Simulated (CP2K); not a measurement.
Runs of CP2K 2026.2 on Bi. Symmetry: Im-3m, No. 229, cubic system. The conventional cell has a = 3.963 Å, b = 3.963 Å, c = 3.963 Å, α = 90.00°, β = 90.00°, γ = 90.00°. Bi (site symmetry m-3m) has 8 Bi at 3.43 Å as nearest neighbours. This isn't the form of Bi at room conditions, which is rhombohedral.

```tsv
task	level	potentials or basis	smearing	EPS_DEFAULT	NGRIDS	basis sets	potentials	points a segment of the path (NPOINTS)	gap on the mesh (eV)	pressure (GPa)
band structure	r2SCAN	POTENTIAL_UZH Bi GTH-SCAN-q5; TZVP-MOLOPT-SCAN-GTH basis	fermi-dirac 0.1 eV	1.0E-9	4	Bi TZVP-MOLOPT-SCAN-GTH-q5	Bi GTH-SCAN-q5 of POTENTIAL_UZH	6	none	(a)
band structure	PBE	POTENTIAL_UZH Bi GTH-PBE-q5; TZVP-MOLOPT-PBE-GTH basis	fermi-dirac 0.0259 eV	1.0E-9	5	Bi TZVP-MOLOPT-PBE-GTH-q5	Bi GTH-PBE-q5 of POTENTIAL_UZH	6	none	1.6
band structure	PBEsol	POTENTIAL_UZH Bi GTH-PBE-q5; TZVP-MOLOPT-PBE-GTH basis	fermi-dirac 0.01 eV	1.0E-10	4	Bi TZVP-MOLOPT-PBE-GTH-q5	Bi GTH-PBE-q5 of POTENTIAL_UZH	6	none	0.5
band structure	LDA	GTH_POTENTIALS Bi GTH-PADE-q5; TZVP-MOLOPT-PBE-GTH basis	fermi-dirac 0.1 eV	1.0E-10	4	Bi TZVP-MOLOPT-PBE-GTH-q5	Bi GTH-PADE-q5 of GTH_POTENTIALS	8	none	-3.0
band structure	PBE	POTENTIAL_UZH Bi GTH-PBE-q5; TZVP-MOLOPT-PBE-GTH basis	fermi-dirac 0.01 eV	1.0E-9	5	Bi TZVP-MOLOPT-PBE-GTH-q5	Bi GTH-PBE-q5 of POTENTIAL_UZH	6	none	1.6
band structure	TB-mBJ	POTENTIAL_UZH Bi GTH-PBE-q5; TZVP-MOLOPT-PBE-GTH basis	fermi-dirac 0.05 eV	1.0E-9	4	Bi TZVP-MOLOPT-PBE-GTH-q5	Bi GTH-PBE-q5 of POTENTIAL_UZH	6	none	-
```

Alike in all rows: no spin polarisation; cell as given; k mesh 9 × 9 × 9.

Fill in the values left out.

(a) -1.5.

Caveats: spin-orbit coupling is left out, which moves the levels of the heavy elements; the basis of atomic orbitals isn't converged, which shifts pressures, moduli and gaps; the potentials were made for another functional, which shifts forces and pressure (some runs); this is a model potential without an energy functional, so only levels have meaning (some runs).

A k mesh can miss the band edges, and the runs leave out spin-orbit coupling on Bi.

A gap of «none» marks a metal or a gap under the smearing width.
